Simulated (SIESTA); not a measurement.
HfO2 under changes of volume

One of the cells (11.762 Å³/atom); the others are scaled copies at fixed shape and fractional positions:

```
CELL_PARAMETERS angstrom
5.15190 0.00000 0.00000
0.00000 5.22004 0.00000
-0.86435 0.00000 5.24840
ATOMIC_POSITIONS crystal
Hf 0.27550 0.46030 0.70800
Hf 0.72450 0.96030 0.79200
Hf 0.72450 0.53970 0.29200
Hf 0.27550 0.03970 0.20800
O 0.07420 0.16840 0.84670
O 0.92580 0.66840 0.65330
O 0.92580 0.83160 0.15330
O 0.07420 0.33160 0.34670
O 0.44870 0.74190 0.98010
O 0.55130 0.24190 0.51990
O 0.55130 0.25810 0.01990
O 0.44870 0.75810 0.48010
```

- Program: SIESTA 5.4.2
- Functional: PBE
- Potentials or basis: PseudoDojo 0.4 standard (PBE files)
- Basis: DZP (energy shift 0.003 Ry; two zetas on semicore shells)
- Grid cutoff: 800 Ry
- Energy shift: 0.003 Ry
- k mesh: 5 × 5 × 5
- Occupations: fermi-dirac, width 0.05 eV
- Spin: no spin polarisation

```csv
volume (Å³/atom),energy over the lowest point (meV/atom),pressure (GPa),gap on the mesh (eV),largest force (eV/Å)
10.840,86.41,27.3,4.21,0.822
11.070,52.16,20.5,4.14,0.677
11.301,27.25,14.3,4.07,0.592
11.762,?,?,?,?
11.993,0.00,-0.9,3.86,0.394
12.223,4.25,-5.0,3.80,0.348
```

Problem. What does the run at 11.762 Å³/atom give?

Solution. Energy over the lowest point 1.96 meV/atom; pressure 3.7 GPa; gap on the mesh 3.93 eV; largest force 0.451 eV/Å.

Worked out: A Birch-Murnaghan fit of order 3 (a polynomial in V^(-2/3)) to the other rows has its minimum at 11.95 Å³/atom with B0 = V·E''(V) = 228 GPa and B' = 4.3 at fixed shape and positions, which overstates the stiffness. It gives 1.96 meV/atom at 11.762 Å³/atom, against the run's 1.96, and -dE/dV = 3.7 GPa, against 3.7. A straight line through the other rows of the gap, of slope -3.44 eV per unit of ln V, gives 3.93 eV, against the run's 3.93.

Energies are extrapolated to zero smearing.

Caveats: short orbitals over semicore shells can move pressures by several GPa; spin-orbit coupling is left out, which moves the levels of the heavy elements; an odd mesh through Γ misses points on the zone boundary, where band edges often lie; the basis of atomic orbitals isn't converged, which shifts pressures, moduli and gaps.
